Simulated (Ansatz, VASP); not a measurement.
## One calculation of Pt, two programs

Contents of INCAR:

```
SYSTEM = Pt
PREC     = Accurate       ! precision mode
ENCUT    = 600            ! plane-wave cutoff, eV
EDIFF    = 1E-6           ! SCF threshold, eV
ISMEAR   = 0              ! smearing method
SIGMA    = 0.1            ! smearing width, eV
LREAL    = .False.        ! projectors in reciprocal space
LASPH    = .True.         ! aspherical terms in the spheres
NELM     = 80             ! most SCF steps
ALGO     = Normal         ! electronic algorithm
ISIF     = 3              ! what is computed and relaxed
LWAVE    = .False.        ! write WAVECAR
LCHARG   = .False.        ! write CHGCAR
GGA      = PS             ! functional
IBRION   = 2              ! ionic algorithm
NSW      = 100            ! ionic steps
EDIFFG   = -0.005         ! ionic threshold
```

File KPOINTS:

```
regular mesh
0
Gamma
  18 18 18
  0 0 0
```

The input POSCAR:

```
Pt
1.0
    0.0000000000      1.9459784596      1.9459784596
    1.9459784596      0.0000000000      1.9459784596
    1.9459784596      1.9459784596      0.0000000000
Pt
1
Direct
    0.0000000000      0.0000000000      0.0000000000
```

Input for Ansatz:

```yaml
crystal:
  lattice:
    - [0.0, 1.9459784596, 1.9459784596]
    - [1.9459784596, 0.0, 1.9459784596]
    - [1.9459784596, 1.9459784596, 0.0]
  atoms:
    - { symbol: Pt, position: [0.0, 0.0, 0.0] }
basis:
  ecutwfc: 420
kpoints:
  mp_grid: { grid: [18, 18, 18] }
hamiltonian:
  xc: pbesol
scf:
  occupations: { method: gaussian, width: 0.1 }
output:
  forces: true
  stress: true
  eigenvalues: true
  write_density: true
  write_potential: true
  elf: true
  volumetric_format: npy
relax:
  adjacent_minimum: "off"
  f_tol: 0.005
  max_steps: 80
  cell: { stress_tol: 0.05 }
```

Alike in both runs: task relaxation of cell and atoms; functional PBEsol; k mesh 18 × 18 × 18; occupations gaussian, width 0.1 eV; no spin polarisation.

|  | VASP | Ansatz |
| --- | --- | --- |
| version | VASP 6.6.1 | Ansatz 0.2.0 |
| potentials or method | VASP PAW PBE potentials, release 64 (Pt) | scalar-relativistic, plane waves, PAW |
| plane-wave cutoff (eV) | 600 | 420 |
| valence electrons in the cell | 10 | 18 |

```tsv
	VASP	Ansatz	Ansatz less VASP
gap on the k mesh at the Fermi level, each at its own relaxed structure (eV)	none	none	-
relaxed volume (Å³/atom)	15.02	15.04	+0.019
relaxed cell length with the largest relative difference (Å)	2.769	2.771	+0.0011
energy change over the relaxation (meV/atom)	-5	-6	-0.6
```

A gap of «none» marks a metal or a gap that the smearing closes. The two sets of potentials don't hold the same shells in valence.

Caveats: the PAW data sets were made with another functional, which shifts forces and pressure a little (VASP). Zero-point motion and thermal expansion aren't in these numbers. The runs have no spin-orbit coupling, so splittings on Pt are missing.
